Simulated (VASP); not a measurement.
# P (P2/m) in VASP: a series of runs

Runs on P. Level: PBE. Tasks: single point.

All numbers are computed with VASP 6.6.1; they aren't measurements. Logs are shortened: lines on timing, memory, paths and dates and some standing lists are left out, and cuts for length are marked.

## (1) The crystal as given

Symmetry: P2/m, No. 10, monoclinic system. The conventional cell has a = 2.425 Å, b = 2.439 Å, c = 4.852 Å, α = 90.00°, β = 90.24°, γ = 90.00°. Around P (site symmetry m) lie 6 P at 2.42 to 2.44 Å.

This isn't the form of P at room conditions, which is orthorhombic.

## (2) Single point, PBE

The input, INCAR:

```
PREC = Accurate
ENCUT = 520
EDIFF = 1E-6
ISMEAR = 0
SIGMA = 0.1
LREAL = False
LASPH = True
NELM = 100
ALGO = Normal
ISIF = 2
LWAVE = False
LCHARG = False
GGA = PE
ADDGRID = False
```

The input, KPOINTS:

```
regular mesh
0
Gamma
  20 20 10
```

The input, POSCAR:

```
P
1.0
    2.4246941115      0.0000000000      0.0000000000
    0.0000000000      2.4385351442      0.0000000000
   -0.0203144631      0.0000000000      4.8524328982
P
2
Direct
    0.0000000300      0.0000000000      0.7494253600
    0.9999999700      0.0000000000      0.2505746400
```

Potentials or basis: VASP PAW PBE potentials, release 64 (P).

Launch:

```bash
cat potpaw_PBE.64/P/POTCAR > POTCAR
mpirun -np 1 vasp_std > vasp.out
```

OUTCAR:

```text
PREC = Accurate
   ENCUT = 520
   EDIFF = 1E-6
   ISMEAR = 0
   LREAL = False
   LASPH = True
   NELM = 100
   ISIF = 2
   GGA = PE

 Found   1122 irreducible k-points:

 Following reciprocal coordinates:
            Coordinates               Weight
  0.000000  0.000000  0.000000      1.000000
  0.050000  0.000000 -0.000000      2.000000
  0.100000  0.000000 -0.000000      2.000000
  0.150000  0.000000 -0.000000      2.000000
  0.200000  0.000000 -0.000000      2.000000
  0.250000  0.000000 -0.000000      2.000000
   k-points           NKPTS =   1122   k-points in BZ     NKDIM =   1122   number of bands    NBANDS=      9
   number of dos      NEDOS =    301   number of ions     NIONS =      2
   total plane-waves  NPLWV =  11664
   dimension x,y,z NGX =    18 NGY =   18 NGZ =   36
   dimension x,y,z NGXF=    36 NGYF=   36 NGZF=   72
   ions per type =               2
   NGX,Y,Z   is equivalent  to a cutoff of  12.34, 12.27, 12.33 a.u.
   NGXF,Y,Z  is equivalent  to a cutoff of  24.68, 24.54, 24.67 a.u.
 SYSTEM =  unknown system
   PREC   = accura    normal or accurate (medium, high low for compatibility)
   ISTART =      0    job   : 0-new  1-cont  2-samecut
   ICHARG =      2    charge: 1-file 2-atom 10-const
   ISPIN  =      1    spin polarized calculation?
   LNONCOLLINEAR =      F non collinear calculations
   LSORBIT =      F    spin-orbit coupling
   LASPH  =      T    aspherical Exc in radial PAW
   ENCUT  =  520.0 eV  38.22 Ry    6.18 a.u.   4.51  4.53  9.02*2*pi/ulx,y,z
   NELM   =    100;   NELMIN=  2; NELMDL= -5     # of ELM steps
   EDIFF  = 0.1E-05   stopping-criterion for ELM
   LREAL  =      F    real-space projection
   EDIFFG = 0.1E-04   stopping-criterion for IOM
   NSW    =      0    number of steps for IOM
   IBRION =     -1    ionic relax: 0-MD 1-quasi-New 2-CG
   NFREE  =      0    steps in history (QN), initial steepest desc. (CG)
   ISIF   =      2    stress and relaxation
   ISYM   =      2    0-nonsym 1-usesym 2-fastsym
   POTIM  = 0.5000    time-step for ionic-motion
   TEBEG  =    0.0;   TEEND  =   0.0 temperature during run
   PSTRESS=    0.0 pullay stress
   NELECT =      10.0000    total number of electrons
   NUPDOWN=      -1.0000    fix difference up-down
   EMIN   =  10.00;   EMAX   =-10.00  energy-range for DOS
   EFERMI =   0.00;   METHOD = LEGACY
   ISMEAR =     0;   SIGMA  =   0.10  broadening in eV -4-tet -1-fermi 0-gaus
   EFERMI_NEDOS =   21; number of points for ismear=-14 and -15
   IALGO  =     38    algorithm
   IMIX   =      4    mixing-type and parameters
     AMIX     =   0.40;   BMIX     =  1.00
     AMIX_MAG =   1.60;   BMIX_MAG =  1.00
  volume/ion in A,a.u.               =      14.35        96.81
  Fermi-wavevector in a.u.,A,eV,Ry     =   1.152107  2.177167 18.059715  1.327352
  Thomas-Fermi vector in A             =   2.288761
   LORBIT       =      0    0 simple, 1 ext, 2 COOP (PROOUT), +10 PAW based schemes
   GGA     = PE    functional components
   LHFCALC =     F    Hartree Fock is set to
   AEXX    =    0.0000 exact exchange contribution
   IVDW    =     0    specifies the selected vdW correction
   LEPSILON=     F    determine dielectric tensor
   LRPA    =     F    only Hartree local field effects (RPA)
 non-spin polarized calculation
 Gauss-broadening in eV      SIGMA  =   0.10
  energy-cutoff  :      520.00
  volume of cell :       28.69
 maximum number of plane-waves:       797
   NGX =  9   NGY =  9   NGZ = 19

 number of electron      10.0000000 magnetization

 number of electron       9.9999996 magnetization

 Free energy of the ion-electron system (eV)
  ---------------------------------------------------
  ext. energy  EPLUGINS =         0.00000000
  ---------------------------------------------------
  free energy    TOTEN  =       -10.53855303 eV

  energy without entropy =      -10.53436990  energy(sigma->0) =      -10.53646146

 E-fermi :  10.0017     XC(G=0): -11.3444

 val. band max:       10.0016681573   @ k =   0.1500   0.4000   0.5000
 cond. band min:      10.0020767363   @ k =   0.0000   0.1500   0.3000
 fundamental gap:      0.0004085789
 Fermi energy:        10.0016983550

 k-point     1 :       0.0000    0.0000    0.0000
  band No.  band energies     occupation
      1      -6.7960      2.00000
      2      -2.3686      2.00000
      3       1.0608      2.00000
      4      14.8062      0.00000
      5      15.0140      0.00000
      6      15.0553      0.00000
      7      16.6070      0.00000
      8      16.6736      0.00000
      9      17.7323      0.00000

 k-point     2 :       0.0500    0.0000   -0.0000
  band No.  band energies     occupation
      1      -6.7379      2.00000
      2      -2.3102      2.00000
      3       1.1135      2.00000
      4      13.8095      0.00000
      5      14.8523      0.00000
      6      15.0672      0.00000
      7      16.6667      0.00000
      8      16.8591      0.00000
      9      17.7651      0.00000

 k-point     3 :       0.1000    0.0000   -0.0000
  band No.  band energies     occupation
      1      -6.5640      2.00000
      2      -2.1353      2.00000
      3       1.2708      2.00000
      4      12.0111      0.00000
      5      14.9896      0.00000
      6      15.2035      0.00000
      7      15.2574      0.00000
      8      16.8051      0.00000
      9      17.8851      0.00000

 k-point     4 :       0.1500    0.0000   -0.0000
  band No.  band energies     occupation
      1      -6.2754      2.00000
      2      -1.8449      2.00000
      3       1.5301      2.00000
      4      10.2011      0.00481
      5      13.6086      0.00000
      6      15.2153      0.00000
      7      15.4293      0.00000
      8      17.0302      0.00000
      9      18.0964      0.00000

 k-point     5 :       0.2000    0.0000   -0.0000
  band No.  band energies     occupation
      1      -5.8748      2.00000
      2      -1.4404      2.00000
      3       1.8865      2.00000
      4       8.4448      2.00000
      5      11.9796      0.00000
      6      15.5242      0.00000
      7      15.7375      0.00000
      8      17.3330      0.00000
      9      17.6274      0.00000

 k-point     6 :       0.2500    0.0000   -0.0000
  band No.  band energies     occupation
      1      -5.3665      2.00000
      2      -0.9247      2.00000
      3       2.3308      2.00000
      4       6.7701      2.00000
      5      10.4009      0.00000
      6      15.9066      0.00000
      7      15.9098      0.00000
      8      16.1191      0.00000
      9      17.6999      0.00000

 [... further k-points ...]

------------------------ aborting loop because EDIFF is reached ----------------------------------------

  FORCE on cell =-STRESS in cart. coord.  units (eV):
  Direction    XX          YY          ZZ          XY          YZ          ZX
  --------------------------------------------------------------------------------------
  -------------------------------------------------------------------------------------
  Total        0.4484201      0.3160439      0.4345593      0.0000000      0.0000000      0.0323313
  in kB       25.0409145     17.6486903     24.2668907      0.0000000      0.0000000      1.8054600
  external PRESSURE =      22.3188319 kB  Pullay stress =       0.0000000 kB

 VOLUME and BASIS-vectors are now :
 -----------------------------------------------------------------------------
  energy-cutoff  :      520.00
  volume of cell :       28.69
      direct lattice vectors                 reciprocal lattice vectors
     2.424694112  0.000000000  0.000000000     0.412423157  0.000000000  0.001726589
     0.000000000  2.438535144  0.000000000     0.000000000  0.410082259  0.000000000
    -0.020314463  0.000000000  4.852432898     0.000000000  0.000000000  0.206082190

 POSITION                                       TOTAL-FORCE (eV/Angst)
 -----------------------------------------------------------------------------------
     -0.01522      0.00000      3.63654         0.000102      0.000000      0.008968
      2.41960      0.00000      1.21590        -0.000102      0.000000     -0.008968
 -----------------------------------------------------------------------------------
    total drift:                                0.000000      0.000000     -0.000000

  FREE ENERGIE OF THE ION-ELECTRON SYSTEM (eV)
  ---------------------------------------------------
  free  energy   TOTEN  =       -10.5385530279 eV

  energy  without entropy=      -10.5343699015  energy(sigma->0) =      -10.53646146
```

It took 2.7 min on 1 thread of Intel Xeon Platinum 8259CL at 2.50GHz (Skylake/Cascade Lake), shared host; peak memory 0.33 GiB.

The run converged, but some of its settings lie outside the range that counts as converged, so its numbers aren't taken as properties of the crystal.

Results:

```yaml
Free_energy: -10.5386 eV
Pressure: 2.2 GPa
Largest_force: 0.009 eV/Å
Band_gap_on_the_k_mesh: none (metal or under the smearing width)
```

## (3) Single point, PBE

INCAR is that of step 2.

KPOINTS is that of step 2.

The input, POSCAR:

```
P
1.0
    2.4246941115      0.0000000000      0.0000000000
    0.0000000000      2.4385351442      0.0000000000
   -0.0203144631      0.0000000000      4.8524328982
P
2
Direct
   -0.0009640000     -0.0137570000      0.7520410000
    1.0088450000      0.0001830000      0.2407300000
```

Potentials or basis: VASP PAW PBE potentials, release 64 (P).

Launch:

```bash
cat potpaw_PBE.64/P/POTCAR > POTCAR
mpirun -np 1 vasp_std > vasp.out
```

OUTCAR:

```text
PREC = Accurate
   ENCUT = 520
   EDIFF = 1E-6
   ISMEAR = 0
   LREAL = False
   LASPH = True
   NELM = 100
   ISIF = 2
   GGA = PE

 Found   2004 irreducible k-points:

 Following reciprocal coordinates:
            Coordinates               Weight
  0.000000  0.000000  0.000000      1.000000
  0.050000  0.000000 -0.000000      2.000000
  0.100000  0.000000 -0.000000      2.000000
  0.150000  0.000000 -0.000000      2.000000
  0.200000  0.000000 -0.000000      2.000000
  0.250000  0.000000 -0.000000      2.000000
   k-points           NKPTS =   2004   k-points in BZ     NKDIM =   2004   number of bands    NBANDS=      9
   number of dos      NEDOS =    301   number of ions     NIONS =      2
   total plane-waves  NPLWV =  11664
   dimension x,y,z NGX =    18 NGY =   18 NGZ =   36
   dimension x,y,z NGXF=    36 NGYF=   36 NGZF=   72
   ions per type =               2
   NGX,Y,Z   is equivalent  to a cutoff of  12.34, 12.27, 12.33 a.u.
   NGXF,Y,Z  is equivalent  to a cutoff of  24.68, 24.54, 24.67 a.u.
 SYSTEM =  unknown system
   PREC   = accura    normal or accurate (medium, high low for compatibility)
   ISTART =      0    job   : 0-new  1-cont  2-samecut
   ICHARG =      2    charge: 1-file 2-atom 10-const
   ISPIN  =      1    spin polarized calculation?
   LNONCOLLINEAR =      F non collinear calculations
   LSORBIT =      F    spin-orbit coupling
   LASPH  =      T    aspherical Exc in radial PAW
   ENCUT  =  520.0 eV  38.22 Ry    6.18 a.u.   4.51  4.53  9.02*2*pi/ulx,y,z
   NELM   =    100;   NELMIN=  2; NELMDL= -5     # of ELM steps
   EDIFF  = 0.1E-05   stopping-criterion for ELM
   LREAL  =      F    real-space projection
   EDIFFG = 0.1E-04   stopping-criterion for IOM
   NSW    =      0    number of steps for IOM
   IBRION =     -1    ionic relax: 0-MD 1-quasi-New 2-CG
   NFREE  =      0    steps in history (QN), initial steepest desc. (CG)
   ISIF   =      2    stress and relaxation
   ISYM   =      2    0-nonsym 1-usesym 2-fastsym
   POTIM  = 0.5000    time-step for ionic-motion
   TEBEG  =    0.0;   TEEND  =   0.0 temperature during run
   PSTRESS=    0.0 pullay stress
   NELECT =      10.0000    total number of electrons
   NUPDOWN=      -1.0000    fix difference up-down
   EMIN   =  10.00;   EMAX   =-10.00  energy-range for DOS
   EFERMI =   0.00;   METHOD = LEGACY
   ISMEAR =     0;   SIGMA  =   0.10  broadening in eV -4-tet -1-fermi 0-gaus
   EFERMI_NEDOS =   21; number of points for ismear=-14 and -15
   IALGO  =     38    algorithm
   IMIX   =      4    mixing-type and parameters
     AMIX     =   0.40;   BMIX     =  1.00
     AMIX_MAG =   1.60;   BMIX_MAG =  1.00
  volume/ion in A,a.u.               =      14.35        96.81
  Fermi-wavevector in a.u.,A,eV,Ry     =   1.152107  2.177167 18.059715  1.327352
  Thomas-Fermi vector in A             =   2.288761
   LORBIT       =      0    0 simple, 1 ext, 2 COOP (PROOUT), +10 PAW based schemes
   GGA     = PE    functional components
   LHFCALC =     F    Hartree Fock is set to
   AEXX    =    0.0000 exact exchange contribution
   IVDW    =     0    specifies the selected vdW correction
   LEPSILON=     F    determine dielectric tensor
   LRPA    =     F    only Hartree local field effects (RPA)
 non-spin polarized calculation
 Gauss-broadening in eV      SIGMA  =   0.10
  energy-cutoff  :      520.00
  volume of cell :       28.69
 maximum number of plane-waves:       797
   NGX =  9   NGY =  9   NGZ = 19

 number of electron      10.0000000 magnetization

 Free energy of the ion-electron system (eV)
  ---------------------------------------------------
  ext. energy  EPLUGINS =         0.00000000
  ---------------------------------------------------
  free energy    TOTEN  =       -10.53513833 eV

  energy without entropy =      -10.53133670  energy(sigma->0) =      -10.53323751

 E-fermi :   9.9916     XC(G=0): -11.3421

 val. band max:        9.9908096190   @ k =  -0.2000   0.0500  -0.4000
 cond. band min:       9.9916035060   @ k =   0.4500   0.0500   0.5000
 fundamental gap:      0.0007938870
 Fermi energy:         9.9915878498

 k-point     1 :       0.0000    0.0000    0.0000
  band No.  band energies     occupation
      1      -6.8112      2.00000
      2      -2.3648      2.00000
      3       1.0667      2.00000
      4      14.7947      0.00000
      5      15.0201      0.00000
      6      15.0463      0.00000
      7      16.5872      0.00000
      8      16.6582      0.00000
      9      17.7322      0.00000
[... 49 lines left out ...]
 k-point     6 :       0.2500    0.0000   -0.0000
  band No.  band energies     occupation
      1      -5.3822      2.00000
      2      -0.9210      2.00000
      3       2.3363      2.00000
      4       6.7582      2.00000
      5      10.4043      0.00000
      6      15.8784      0.00000
      7      15.8952      0.00000
      8      16.1640      0.00000
      9      17.6843      0.00000

 [... further k-points ...]

------------------------ aborting loop because EDIFF is reached ----------------------------------------

  FORCE on cell =-STRESS in cart. coord.  units (eV):
  Direction    XX          YY          ZZ          XY          YZ          ZX
  --------------------------------------------------------------------------------------
  -------------------------------------------------------------------------------------
  Total        0.5241505      0.3026083      0.5144222      0.0006797     -0.0122959      0.0319877
  in kB       29.2698908     16.8984118     28.7266378      0.0379543     -0.6866336      1.7862732
  external PRESSURE =      24.9649801 kB  Pullay stress =       0.0000000 kB

 VOLUME and BASIS-vectors are now :
 -----------------------------------------------------------------------------
  energy-cutoff  :      520.00
  volume of cell :       28.69
      direct lattice vectors                 reciprocal lattice vectors
     2.424694112  0.000000000  0.000000000     0.412423157  0.000000000  0.001726589
     0.000000000  2.438535144  0.000000000     0.000000000  0.410082259  0.000000000
    -0.020314463  0.000000000  4.852432898     0.000000000  0.000000000  0.206082190

 POSITION                                       TOTAL-FORCE (eV/Angst)
 -----------------------------------------------------------------------------------
      2.40708      2.40499      3.64923         0.039605      0.057061     -0.073146
      0.01656      0.00045      1.16813        -0.039605     -0.057061      0.073146
 -----------------------------------------------------------------------------------
    total drift:                               -0.000001      0.000000     -0.000001

  FREE ENERGIE OF THE ION-ELECTRON SYSTEM (eV)
  ---------------------------------------------------
  free  energy   TOTEN  =       -10.5351383339 eV

  energy  without entropy=      -10.5313366957  energy(sigma->0) =      -10.53323751
```

stdout:

```text
POSCAR found type information on POSCAR P
 POSCAR found :  1 types and       2 ions
 scaLAPACK will be used
 LDA part: xc-table for (Slater+PW92), standard interpolation
 POSCAR, INCAR and KPOINTS ok, starting setup
 FFT: planning ... GRIDC
 FFT: planning ... GRID_SOFT
 FFT: planning ... GRID
 WAVECAR not read
 entering main loop
```

Wall time 4.6 min (1 thread of Intel Xeon Platinum 8259CL at 2.50GHz (Skylake/Cascade Lake), shared host); peak memory 0.5 GiB.

These settings aren't checked as converged: the numbers below hold their error.

What came out:

```
Free energy            : -10.5351 eV
Pressure               : 2.5 GPa
Largest force          : 0.101 eV/Å
Band gap on the k mesh : none (metal or under the smearing width)
```
